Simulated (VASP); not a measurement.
Input of a VASP 6.6.1 run:

File INCAR:

```
SYSTEM = BN
ALGO = Fast
EDIFF = 1E-6
ENCUT = 520
GGA = PE
ISIF = 2
ISMEAR = 0
LASPH = .TRUE.
LCHARG = .FALSE.
LREAL = .FALSE.
LWAVE = .FALSE.
NBANDS = 11
NELM = 100
PREC = Accurate
SIGMA = 0.028999999999999998
```

KPOINTS

```
k-points
0
G
  12 12 12
  0 0 0
```

Contents of POSCAR:

```
BN
1.0
    1.2511217832      0.7223354983      3.3729344033
   -1.2511217832      0.7223354983      3.3729344033
    0.0000000000     -1.4446709966      3.3729344033
N B
1 1
Direct
    0.6672382000      0.6672382000      0.6672382000
    0.0003288000      0.0003288000      0.0003288000
```

Potentials or basis: VASP PAW PBE potentials, release 64 (N, B).

Launch:

```console
$ cat potpaw_PBE.64/N/POTCAR potpaw_PBE.64/B/POTCAR > POTCAR
$ mpirun -np 1 vasp_std > vasp.out
```

Question: What does it give for the pressure?

Answer: 3.6 GPa.

Question: Estimate the band gap on the k mesh.

Answer: 4.28 eV, indirect (least direct gap 4.70 eV).

Forces on the atoms (eV/Å):
```
N    0.000  0.000 -0.003
B    0.000  0.000  0.003
```

A k mesh can miss the band edges. As with any semilocal functional, this PBE gap is likely too small.
